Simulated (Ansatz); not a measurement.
LaAlO3 (cubic perovskite)

```
CELL_PARAMETERS angstrom
      7.57389     0.00000     0.00000
      3.78694     3.78694     0.00000
      3.78694     0.00000     3.78694
ATOMIC_POSITIONS crystal
  La 0.00000 0.00000 0.00000
  La 0.50000 0.00000 0.00000
  Al 0.75000 0.50000 0.50000
  Al 0.25000 0.50000 0.50000
  O  0.50000 0.50000 0.50000
  O  0.00000 0.50000 0.50000
  O  0.00000 0.50000 0.00000
  O  0.50000 0.50000 0.00000
  O  0.00000 0.00000 0.50000
  O  0.50000 0.00000 0.50000
```

The atoms are displaced by Q × the pattern below (from a DFPT mode at R = (0.5, 0.5, 0.5), largest move 1; Q in Å), at fixed cell. (q is in reciprocal vectors of the primitive cell; the cell shown is doubled to hold the pattern.)

```
atom       x       y       z
----  ------  ------  ------
O5    -1.000   0.000   0.000
O6     1.000   0.000   0.000
O7     0.000   0.000  -1.000
O8     0.000   0.000   1.000
O9     0.000  -1.000   0.000
O10    0.000   1.000   0.000
```

Atoms not listed stay in place.

Level of theory: r2SCAN (plane waves to 500 eV, PAW, scalar-relativistic; Ansatz, a quantum-chemistry and plane-wave program). k mesh 9×9×9 (Γ-centred), Fermi-Dirac smearing 0.05 eV. E stands for the smeared free energy. LaAlO3 is run without spin polarisation. LaAlO3 was relaxed with its symmetry unable to fall. This is a high-temperature form of LaAlO3. ΔE is measured from the undisplaced structure.

| Q (Å) | ΔE (meV/cell) |
|---|---|
| -0.1000 | 1107 |
| -0.0833 | 766 |
| -0.0667 | 488 |
| -0.0500 | withheld |
| -0.0333 | 122 |
| -0.0167 | 30 |
| 0.0000 | 0 |
| 0.0167 | 30 |
| 0.0333 | 122 |
| 0.0500 | withheld |
| 0.0667 | 488 |
| 0.0833 | 766 |
| 0.1000 | 1107 |

Question: Fit an even polynomial form (powers 2, 4) to the given rows and predict ΔE at Q = -0.0500.

Answer: Least squares on the 11 given rows: ΔE = (109200)·Q² + (147700)·Q⁴, in meV/cell with Q in Å; root-mean-square residual 0.7 meV/cell. At -0.0500 the fit gives 274 meV/cell; the calculation gives 274 meV/cell, the same to the digits shown. The quadratic term alone would give 273 meV/cell.

(A displaced cell: forces are minus the slopes of the energy, force constants its curvatures, and phonons follow from these.)
